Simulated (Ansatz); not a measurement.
# MoS2 monolayer (2H) under uniaxial strain along a, the zigzag direction, with the width clamped, part 2 of 3

Wanted: the shifts of the zone-centre modes of MoS2 monolayer (2H) with strain.

Ansatz 0.2.0; DFT PBEsol, scalar-relativistic, plane waves, PAW; PAW set soft_1.

So far: The starting structure; Relaxation.

## (3) Tight relaxation

Phonons need small forces and stress, so the relaxation is finished with tight tolerances on 12×12×1 k points.

Input file input.yaml:

```yaml
crystal:
  lattice:
    - [3.1406000642, 0.0, 0.0]
    - [-1.5703000321, 2.7198394387, 0.0]
    - [0.0, 0.0, 30.0]
  atoms:
    - { symbol: Mo, position: [0.3333333333, 0.6666666667, 0.3333333333] }
    - { symbol: S, position: [0.6666666667, 0.3333333333, 0.3852806923] }
    - { symbol: S, position: [0.6666666667, 0.3333333333, 0.2813859744] }
  periodic: [true, true, false]
kpoints:
  mp_grid: { grid: [12, 12, 1] }
hamiltonian:
  xc: pbesol
  pseudopotentials: { kind: paw, azcp: { folder: soft_1 }, xc_functional: pbe }
scf:
  occupations: { method: fixed }
output:
  forces: true
  stress: true
  eigenvalues: true
  write_density: true
  write_potential: true
  elf: true
  volumetric_format: npy
relax:
  adjacent_minimum: "off"
  f_tol: 0.001
  max_steps: 60
  cell: { stress_2d_tol: 0.002 }
```

On the command line:

```bash
$ ansatz run input.yaml --threads 4 --pin off --max-ram 16384MiB --backend cpu --events-out ev --progress --plain --runs-dir out
```

Numbers of over 12 decimals in the logs are rounded to 6 here.

The log of the run:

```text
[...]
Crystal: 3 atoms, lattice volume = 256.258 Å³
Basis set: ecut = 420 eV, 4961 PW (Γ), exchange–correlation on 48×48×432 points (8 copies of the dense FFT grid, shifted against one another)
Bands: 17, of which v1, the nominal top of the filled ones, is band 13 counted from 1 (12 counted from 0)
Symmetry: 12 space group operations
[...]
--- Relaxed structure (1 steps of the walk, 1 accepted, 1 SCFs on fresh bases) ---
[...]
cell:  # Å, volume = 256.2578 Å³
    - [3.140600, 0.0, 0.0]
    - [-1.570300, 2.719839, 0.0]
    - [0.0, 0.0, 30.0]
  atoms:
    - { symbol: Mo, position: [0.333333, 0.666667, 0.333333] }
    - { symbol: S, position: [0.666667, 0.333333, 0.385281] }
    - { symbol: S, position: [0.666667, 0.333333, 0.281386] }
[key lines of the parts left out:]
SCF converged after 10 iterations
Free energy (F): -6670.174277 eV
Fermi energy:    -5.968621 eV
P = ½ c Tr σ = 0.0001 N/m
```

Run time: 6.2 s. Hardware: 4 threads of Intel Xeon Platinum 8488C (Sapphire Rapids), shared host; peak memory 0.61 GiB.

Little changed from the start: no atom moved by 0.005 Å and no cell edge by 0.1 %.

ELF in the ac plane at fractional y = 0.333, with atoms of S within 0.2 Å of it. It is the smooth field of the valence electrons, not physical close to the nuclei.

Values, 24 rows by 16 columns, each cell a mean:
```
0.00 0.00 0.00 0.00 0.00 0.00 0.00 0.00 0.00 0.00 0.00 0.00 0.00 0.00 0.00 0.00
0.00 0.00 0.00 0.00 0.00 0.00 0.00 0.00 0.00 0.00 0.00 0.00 0.00 0.00 0.00 0.00
0.00 0.00 0.00 0.00 0.00 0.00 0.00 0.00 0.00 0.00 0.00 0.00 0.00 0.00 0.00 0.00
0.00 0.00 0.00 0.00 0.00 0.00 0.00 0.00 0.00 0.00 0.00 0.00 0.00 0.00 0.00 0.00
0.00 0.00 0.00 0.00 0.00 0.00 0.00 0.00 0.00 0.00 0.00 0.00 0.00 0.00 0.00 0.00
0.00 0.00 0.00 0.00 0.00 0.00 0.00 0.00 0.00 0.00 0.00 0.00 0.00 0.00 0.00 0.00
0.00 0.00 0.00 0.00 0.00 0.00 0.00 0.00 0.00 0.00 0.00 0.00 0.00 0.00 0.00 0.00
0.00 0.00 0.00 0.00 0.00 0.00 0.00 0.00 0.00 0.00 0.00 0.00 0.00 0.00 0.00 0.00
0.00 0.00 0.00 0.00 0.00 0.00 0.00 0.00 0.00 0.00 0.00 0.00 0.00 0.00 0.00 0.00
0.00 0.00 0.00 0.00 0.00 0.00 0.00 0.00 0.00 0.00 0.00 0.00 0.00 0.00 0.00 0.00
0.00 0.00 0.00 0.00 0.00 0.00 0.00 0.00 0.00 0.00 0.00 0.00 0.00 0.00 0.00 0.00
0.00 0.00 0.00 0.00 0.00 0.00 0.00 0.00 0.00 0.00 0.00 0.00 0.00 0.00 0.00 0.00
0.01 0.00 0.00 0.00 0.00 0.01 0.02 0.04 0.07 0.10 0.12 0.12 0.11 0.08 0.05 0.02
0.25 0.08 0.02 0.02 0.05 0.19 0.40 0.58 0.70 0.76 0.79 0.80 0.78 0.73 0.63 0.47
0.68 0.39 0.17 0.14 0.30 0.59 0.79 0.84 0.75 0.53 0.38 0.36 0.45 0.69 0.83 0.82
0.32 0.26 0.24 0.24 0.26 0.30 0.38 0.46 0.50 0.49 0.46 0.45 0.48 0.51 0.48 0.40
0.39 0.27 0.21 0.20 0.25 0.35 0.47 0.56 0.59 0.53 0.45 0.44 0.50 0.58 0.58 0.51
0.65 0.35 0.14 0.11 0.26 0.56 0.77 0.84 0.78 0.61 0.51 0.50 0.56 0.73 0.84 0.81
0.17 0.05 0.02 0.01 0.03 0.12 0.30 0.47 0.59 0.66 0.70 0.70 0.68 0.62 0.51 0.36
0.00 0.00 0.00 0.00 0.00 0.00 0.01 0.02 0.04 0.05 0.06 0.07 0.06 0.04 0.02 0.01
0.00 0.00 0.00 0.00 0.00 0.00 0.00 0.00 0.00 0.00 0.00 0.00 0.00 0.00 0.00 0.00
0.00 0.00 0.00 0.00 0.00 0.00 0.00 0.00 0.00 0.00 0.00 0.00 0.00 0.00 0.00 0.00
0.00 0.00 0.00 0.00 0.00 0.00 0.00 0.00 0.00 0.00 0.00 0.00 0.00 0.00 0.00 0.00
0.00 0.00 0.00 0.00 0.00 0.00 0.00 0.00 0.00 0.00 0.00 0.00 0.00 0.00 0.00 0.00
```
Columns run along a (3.1 Å), rows up along c (30.0 Å). Atoms in or near the plane, at fractional coordinates: S at (0.67, 0.39), S at (0.67, 0.28).

Valence density in the ac plane at fractional y = 0.333, with atoms of S within 0.2 Å of it. It is the smooth field of the valence electrons, not physical close to the nuclei.

Values in e/Å³, 24 rows by 16 columns, each cell a mean:
```
0.0 0.0 0.0 0.0 0.0 0.0 0.0 0.0 0.0 0.0 0.0 0.0 0.0 0.0 0.0 0.0
0.0 0.0 0.0 0.0 0.0 0.0 0.0 0.0 0.0 0.0 0.0 0.0 0.0 0.0 0.0 0.0
0.0 0.0 0.0 0.0 0.0 0.0 0.0 0.0 0.0 0.0 0.0 0.0 0.0 0.0 0.0 0.0
0.0 0.0 0.0 0.0 0.0 0.0 0.0 0.0 0.0 0.0 0.0 0.0 0.0 0.0 0.0 0.0
0.0 0.0 0.0 0.0 0.0 0.0 0.0 0.0 0.0 0.0 0.0 0.0 0.0 0.0 0.0 0.0
0.0 0.0 0.0 0.0 0.0 0.0 0.0 0.0 0.0 0.0 0.0 0.0 0.0 0.0 0.0 0.0
0.0 0.0 0.0 0.0 0.0 0.0 0.0 0.0 0.0 0.0 0.0 0.0 0.0 0.0 0.0 0.0
0.0 0.0 0.0 0.0 0.0 0.0 0.0 0.0 0.0 0.0 0.0 0.0 0.0 0.0 0.0 0.0
0.0 0.0 0.0 0.0 0.0 0.0 0.0 0.0 0.0 0.0 0.0 0.0 0.0 0.0 0.0 0.0
0.0 0.0 0.0 0.0 0.0 0.0 0.0 0.0 0.0 0.0 0.0 0.0 0.0 0.0 0.0 0.0
0.0 0.0 0.0 0.0 0.0 0.0 0.0 0.0 0.0 0.0 0.0 0.0 0.0 0.0 0.0 0.0
0.0 0.0 0.0 0.0 0.0 0.0 0.0 0.0 0.0 0.0 0.0 0.0 0.0 0.0 0.0 0.0
0.0 0.0 0.0 0.0 0.0 0.0 0.0 0.0 0.0 0.0 0.0 0.0 0.0 0.0 0.0 0.0
0.0 0.0 0.0 0.0 0.0 0.0 0.1 0.1 0.1 0.2 0.2 0.2 0.2 0.1 0.1 0.1
0.3 0.2 0.1 0.1 0.2 0.3 0.5 0.8 1.0 0.9 0.8 0.7 0.9 1.0 0.9 0.6
0.4 0.5 0.6 0.6 0.5 0.5 0.5 0.5 0.6 0.6 0.6 0.6 0.6 0.6 0.5 0.5
0.4 0.4 0.4 0.4 0.4 0.4 0.5 0.6 0.7 0.7 0.7 0.7 0.7 0.7 0.6 0.5
0.3 0.2 0.1 0.1 0.1 0.2 0.4 0.7 0.9 0.9 0.7 0.7 0.8 0.9 0.8 0.5
0.0 0.0 0.0 0.0 0.0 0.0 0.0 0.0 0.1 0.1 0.1 0.1 0.1 0.1 0.1 0.0
0.0 0.0 0.0 0.0 0.0 0.0 0.0 0.0 0.0 0.0 0.0 0.0 0.0 0.0 0.0 0.0
0.0 0.0 0.0 0.0 0.0 0.0 0.0 0.0 0.0 0.0 0.0 0.0 0.0 0.0 0.0 0.0
0.0 0.0 0.0 0.0 0.0 0.0 0.0 0.0 0.0 0.0 0.0 0.0 0.0 0.0 0.0 0.0
0.0 0.0 0.0 0.0 0.0 0.0 0.0 0.0 0.0 0.0 0.0 0.0 0.0 0.0 0.0 0.0
0.0 0.0 0.0 0.0 0.0 0.0 0.0 0.0 0.0 0.0 0.0 0.0 0.0 0.0 0.0 0.0
```
Columns run along a (3.1 Å), rows up along c (30.0 Å). Atoms in or near the plane, at fractional coordinates: S at (0.67, 0.39), S at (0.67, 0.28).

Electrostatic potential energy in the ac plane at fractional y = 0.333, with atoms of S within 0.2 Å of it. With pseudopotentials it is smooth inside the atoms' cores, unlike the true potential.

Values in eV, 24 rows by 16 columns, each cell a mean:
```
  0   0   0   0   0   0   0   0   0   0   0   0   0   0   0   0
  0   0   0   0   0   0   0   0   0   0   0   0   0   0   0   0
  0   0   0   0   0   0   0   0   0   0   0   0   0   0   0   0
  0   0   0   0   0   0   0   0   0   0   0   0   0   0   0   0
  0   0   0   0   0   0   0   0   0   0   0   0   0   0   0   0
  0   0   0   0   0   0   0   0   0   0   0   0   0   0   0   0
  0   0   0   0   0   0   0   0   0   0   0   0   0   0   0   0
  0   0   0   0   0   0   0   0   0   0   0   0   0   0   0   0
  0   0   0   0   0   0   0   0   0   0   0   0   0   0   0   0
  0   0   0   0   0   0   0   0   0   0   0   0   0   0   0   0
  0   0   0   0   0   0   0   0   0   0   0   0   0   0   0   0
  0   0   0   0   0   0   0   0   0   0   0   0   0   0   0   0
  0   0   0   0   0   0   0   0   0   0   0   0   0   0   0   0
 -1  -1   0   0  -1  -1  -1  -1  -2  -3  -3  -3  -3  -2  -2  -1
 -7  -4  -3  -3  -3  -6 -11 -23 -32 -34 -35 -34 -34 -32 -27 -14
-12 -14 -17 -17 -16 -13 -11 -11 -13 -15 -16 -17 -16 -14 -11 -10
-10 -12 -13 -13 -12 -11 -11 -14 -18 -20 -21 -22 -21 -19 -15 -11
 -6  -3  -2  -2  -3  -5  -9 -20 -27 -29 -31 -31 -30 -28 -23 -12
  0   0   0   0   0   0  -1  -1  -1  -1  -1  -1  -1  -1  -1  -1
  0   0   0   0   0   0   0   0   0   0   0   0   0   0   0   0
  0   0   0   0   0   0   0   0   0   0   0   0   0   0   0   0
  0   0   0   0   0   0   0   0   0   0   0   0   0   0   0   0
  0   0   0   0   0   0   0   0   0   0   0   0   0   0   0   0
  0   0   0   0   0   0   0   0   0   0   0   0   0   0   0   0
```
Columns run along a (3.1 Å; values clipped at the 3rd and 97th percentile), rows up along c (30.0 Å). Atoms in or near the plane, at fractional coordinates: S at (0.67, 0.39), S at (0.67, 0.28).

The largest force component left is 0.015 meV/Å, within the tolerances set.

## (4) Modes at rest

The force constants come from the linear response of the density to a displacement.

The modes at rest are the reference of the series.

input.yaml: that of step 3 with these lines changed.

```diff
@@ -18,13 +18,4 @@
 output:
-  forces: true
-  stress: true
   eigenvalues: true
-  write_density: true
-  write_potential: true
-  elf: true
-  volumetric_format: npy
-relax:
-  adjacent_minimum: "off"
-  f_tol: 0.001
-  max_steps: 60
-  cell: { stress_2d_tol: 0.002 }
+phonons:
+  method: dfpt
```

The log of the run:

```text
[...]
Crystal: 3 atoms, lattice volume = 256.258 Å³
Basis set: ecut = 420 eV, 4961 PW (Γ), exchange–correlation on 48×48×432 points (8 copies of the dense FFT grid, shifted against one another)
Bands: 17, of which v1, the nominal top of the filled ones, is band 13 counted from 1 (12 counted from 0)
Symmetry: 12 space group operations
k-points: 43 of 144 (irreducible under 2 space group operations, time reversal used)
[...]
SCF iter   1: F=—  HF=-6671.600674 eV  |F-HF|=—  |Δ(HF+E_count)|=         —  Δρ=3.93e-2  dr2=5.78e0  ethr=3.10e-3  ⟨swp⟩=7.9  Hψ=5379  notcnv=0  defer=66
[...]
SCF iter  11: F=-6670.174277 eV  HF=-6670.174277 eV  |F-HF|=3.73e-11  |Δ(HF+E_count)|=  1.99e-10  Δρ=3.94e-8  dr2=5.82e-12  ethr=1.00e-12  ⟨swp⟩=21.6  Hψ=9128  notcnv=0
SCF 1 converged in 11 iterations: F = -6670.174277 eV  dr2 = 5.82e-12
[...]
DFPT response loops at Γ: preconditioner auto → none (the input reference at scf.mixing.eps_inf says where Resta's filter doesn't serve); β = 0.50; Broyden in place of MSR1
SCF converged after 11 iterations
Free energy (F): -6670.174277 eV
[...]
Internal energy: -6670.174277 eV  (E = F + TS)
E sigma→0 (E₀):  -6670.174277 eV
Fermi energy:    -5.968622 eV
[...]
--- Band table (eV; the first three rows and the last of 43) ---
  k-point 0: bands = [... 9 lower, -7.8155, -7.4266, -7.4266, -6.0406, -3.0716, -3.0716, -2.7952, -2.7952]
  k-point 1: bands = [... 9 lower, -8.2923, -7.5995, -7.1148, -6.0836, -3.2190, -3.1071, -2.9207, -2.8820]
  k-point 2: bands = [... 9 lower, -8.1506, -8.0049, -7.0302, -6.3013, -3.6041, -3.2856, -3.2095, -2.4509]
  k-point 42: bands = [... 9 lower, -9.2857, -8.9542, -7.5994, -6.4849, -3.6960, -2.9769, -2.8224, -1.1741]
--- Phonons (Γ-DFPT): 4 representative perturbations + reference, on 43 of 144 k-points (Σ response iterations 19) ---
  k mesh reduced under 2 symmetry operations, with k and −k counted as one. Each operation leaves every solved perturbation unchanged. A smaller set is not used because it would not reduce the number of displacements times k-points to solve
  ASR residual: 3.990e-5 → 0.000e0 eV/Å²; symmetrization residual: 7.631e-6 eV/Å²
  ASR residual per site (eV/Å²): 3.99e-5 3.12e-5 3.12e-5
  Γ frequencies (cm⁻¹): 0.00 0.00 0.00 285.72 285.72 386.51 386.51 406.70 472.24
  non-analytic LO–TO correction: not included (Born effective charges unavailable; polar crystals: no LO–TO splitting at Γ)
```

Elapsed: 22 s, on 4 threads; peak memory 1.1 GiB.

In the SCF lines HF is the Harris–Foulkes energy and dr2 the Hartree energy of the density residual, in eV; the loop may stop once dr2 is under the threshold and the program's other checks hold. Hψ counts applications of the Hamiltonian.

Numbers from this step:

```yaml
sum_rule_residual_before_enforcement: 3.99e-5 eV/Å²
point_group: -6m2
highest_optical_mode_at_the_zone_centre_no_lo_to_term: 472.2 cm⁻¹
lowest_optical_zone_centre_mode: 285.7 cm⁻¹
```

Without the LO-TO term. Patterns of degenerate modes are one choice out of their space. The modes at Γ (shares of kinetic energy by element, %):

```
mode  frequency (cm⁻¹)  symmetry  Mo %  S %
   1               0.0  acoustic    60   40
   2               0.0  acoustic    60   40
   3               0.0  acoustic    60   40
   4             285.7       E''     0  100
   5             285.7       E''     0  100
   6             386.5        E'    40   60
   7             386.5        E'    40   60
   8             406.7       A1'     0  100
   9             472.2      A2''    40   60
```

Displacements in mode 4 (285.7 cm⁻¹), the largest set to 1:
```
Mo1  0.00  0.00  0.00
S2  -0.05  1.00  0.00
S3   0.05 -1.00  0.00
```

Displacements in mode 9 (472.2 cm⁻¹), the largest set to 1:
```
Mo1  0.00  0.00  0.67
S2   0.00  0.00 -1.00
S3   0.00  0.00 -1.00
```

Before it was imposed, the acoustic sum rule was missed by 4.0e-5 eV/Å². Small misses are needed for a sound result but don't prove that mesh and cutoff are converged. The lowest optical mode is real, 286 cm⁻¹.

## (5) Relaxation of a member: uniaxial strain of +5 % along a, the zigzag direction, with the width clamped

The cell takes a uniaxial strain of +5 % along a, the zigzag direction, with the width clamped. The cell is held, and the atoms relax in it.

input.yaml, the sections that differ from step 4:

```yaml
crystal:
  lattice:
    - [3.2976300672, 0.0, 0.0]
    - [-1.6488150336, 2.7198394387, 0.0]
    - [0.0, 0.0, 30.0]
  atoms:
    - { symbol: Mo, position: [0.3317310188, 0.6634620376, 0.3333333333] }
    - { symbol: S, position: [0.667467824, 0.3349356479, 0.3845641649] }
    - { symbol: S, position: [0.667467824, 0.3349356479, 0.2821025018] }
  periodic: [true, true, false]
output:
  forces: true
  stress: true
  eigenvalues: true
relax:
  adjacent_minimum: "off"
  f_tol: 0.001
  max_steps: 60
# kpoints, hamiltonian, scf: as in step 4
# phonons: removed
```

The log of the run:

```text
[...]
--- Relaxed structure (5 steps of the walk, 5 accepted, 0 SCFs on fresh bases) ---
  F+E_penalty+E_count = -6670.09154416 eV   max|allowed force component| = 5.787e-6 eV/Å
  cell:  # Å, volume = 269.0707 Å³
    - [3.2976300672, 0.0, 0.0]
    - [-1.6488150336, 2.7198394387, 0.0]
    - [0.0, 0.0, 30.0]
  atoms:
    - { symbol: Mo, position: [0.331328, 0.662655, 0.333333] }
    - { symbol: S, position: [0.667669, 0.335339, 0.384389] }
    - { symbol: S, position: [0.667669, 0.335339, 0.282278] }
[key lines of the parts left out:]
SCF converged after 4 iterations
Free energy (F): -6670.091544 eV
Fermi energy:    -5.850667 eV
P = ½ c Tr σ = -3.7608 N/m
```

Run time: 18 s. Hardware: 4 threads; peak memory 0.7 GiB; 72 s of CPU time.

The steps of the relaxation:

```
step  energy less that of the first step (eV)  largest force component (eV/Å)
   1                                   0.0000                          0.0978
   2                                  -0.0005                          0.0521
   3                                  -0.0006                          0.0039
   4                                  -0.0006                          0.0016
   5                                  -0.0006                          0.0000
```

The run keeps the 4 symmetry operations that it works with, so distortions that break them were not tested.

Final coordinates:

```cif
data_structure
_symmetry_space_group_name_H-M 'P 1'
_symmetry_Int_Tables_number 1
_cell_length_a 3.2976
_cell_length_b 3.1806
_cell_length_c 30.0000
_cell_angle_alpha 90.000
_cell_angle_beta 90.000
_cell_angle_gamma 121.225
_cell_volume 269.07
loop_
_atom_site_label
_atom_site_type_symbol
_atom_site_fract_x
_atom_site_fract_y
_atom_site_fract_z
_atom_site_occupancy
Mo1 Mo 0.33133 0.66266 0.33333 1
S2 S 0.66767 0.33534 0.38439 1
S3 S 0.66767 0.33534 0.28228 1
```

This step gave:

- gap on the k-mesh: 1.283 eV
- area per atom: 2.99 Å²

The largest force component left is 0.0058 meV/Å.

## (6) Zone-centre modes of the member: uniaxial strain of +5 % along a, the zigzag direction, with the width clamped

The zone-centre modes follow for uniaxial strain of +5 % along a, the zigzag direction, with the width clamped.

input.yaml, the sections that differ from step 5:

```yaml
crystal:
  lattice:
    - [3.2976300672, 0.0, 0.0]
    - [-1.6488150336, 2.7198394387, 0.0]
    - [0.0, 0.0, 30.0]
  atoms:
    - { symbol: Mo, position: [0.3313277273, 0.6626554546, 0.3333333333] }
    - { symbol: S, position: [0.6676694697, 0.3353389394, 0.3843885602] }
    - { symbol: S, position: [0.6676694697, 0.3353389394, 0.2822781065] }
  periodic: [true, true, false]
output:
  eigenvalues: true
phonons:
  method: dfpt
# kpoints, hamiltonian, scf: as in step 5
# relax: removed
```

The log of the run:

```text
zone centre: on kpoints.mp_grid the ground state, and the responses unless they are solved on pairs of k-points, stand on 43 of the mesh's 144 k-points, reduced under 2 symmetry operations, with k and −k counted as one. Each operation leaves every solved displacement unchanged or reverses it
[...]
Crystal: 3 atoms, lattice volume = 269.071 Å³
Basis set: ecut = 420 eV, 5297 PW (Γ), exchange–correlation on 48×48×432 points (8 copies of the dense FFT grid, shifted against one another)
Bands: 17, of which v1, the nominal top of the filled ones, is band 13 counted from 1 (12 counted from 0)
Symmetry: 4 space group operations
k-points: 43 of 144 (irreducible under 2 space group operations, time reversal used)
[...]
SCF iter   1: F=—  HF=-6671.620443 eV  |F-HF|=—  |Δ(HF+E_count)|=         —  Δρ=3.97e-2  dr2=6.54e0  ethr=3.10e-3  ⟨swp⟩=7.8  Hψ=5308  notcnv=0  defer=64
[...]
SCF iter  10: F=-6670.091544 eV  HF=-6670.091544 eV  |F-HF|=5.28e-11  |Δ(HF+E_count)|=  1.42e-10  Δρ=1.58e-7  dr2=5.74e-11  ethr=1.00e-12  ⟨swp⟩=21.5  Hψ=10458  notcnv=0
SCF 1 converged in 10 iterations: F = -6670.091544 eV  dr2 = 5.74e-11
[...]
SCF converged after 10 iterations
Free energy (F): -6670.091544 eV
[...]
Internal energy: -6670.091544 eV  (E = F + TS)
E sigma→0 (E₀):  -6670.091544 eV
Fermi energy:    -5.850664 eV
[...]
--- Band table (eV; the first three rows and the last of 43) ---
  k-point 0: bands = [... 9 lower, -7.8095, -7.6857, -7.4679, -5.8507, -3.4485, -3.2063, -3.1990, -2.8025]
  k-point 1: bands = [... 9 lower, -8.1936, -7.9893, -7.0903, -5.9063, -3.3886, -3.3252, -3.2472, -3.0598]
  k-point 2: bands = [... 9 lower, -8.6295, -8.4085, -6.9621, -6.1462, -3.6107, -3.5125, -3.4898, -2.7908]
  k-point 42: bands = [... 9 lower, -9.0947, -9.0714, -7.5925, -6.4713, -4.1011, -3.4203, -2.8023, -1.4849]
[...]
ASR residual: 3.809e-4 → 0.000e0 eV/Å²; symmetrization residual: 3.877e-6 eV/Å²
  ASR residual per site (eV/Å²): 3.81e-4 6.12e-5 6.12e-5
  Γ frequencies (cm⁻¹): 0.00 0.00 0.00 275.30 280.53 367.11 376.64 406.05 460.12
[...]
```

Run time: 26 s. Hardware: 4 threads; peak memory 1.1 GiB.

Numbers from this step:

```
sum-rule residual before enforcement                    : 3.81e-4 eV/Å²
point group                                             : mm2
highest optical mode at the zone centre (no LO-TO term) : 460.1 cm⁻¹
lowest optical zone-centre mode                         : 275.3 cm⁻¹
```

Without the LO-TO term. Patterns of degenerate modes are one choice out of their space. The modes at Γ (shares of kinetic energy by element, %):

```
mode  frequency (cm⁻¹)  symmetry  Mo %  S %
   1               0.0  acoustic    60   40
   2               0.0  acoustic    60   40
   3               0.0  acoustic    60   40
   4             275.3        A2     0  100
   5             280.5        B1     0  100
   6             367.1        B2    40   60
   7             376.6        A1    35   65
   8             406.1        A1     5   95
   9             460.1        B1    40   60
```

The lowest optical mode is real, 275 cm⁻¹, and the highest lies at 460.1 cm⁻¹.

Between step 4 and this run (strain 5 %) the value for the highest optical mode at the zone centre (no LO-TO term) moves from 472 cm⁻¹ to 460 cm⁻¹ (-3 %).

[end of part 2 of 3]

[Logs are printed without paths, hosts, clocks, repeated set-up lines and the standing remarks that a program may print on its own settings, such as how far it seeks lower states.]

[Hosts, paths, dates, database ids (printed as entryN), source tags and the programs' standing remarks are cut or masked in the printed files.]
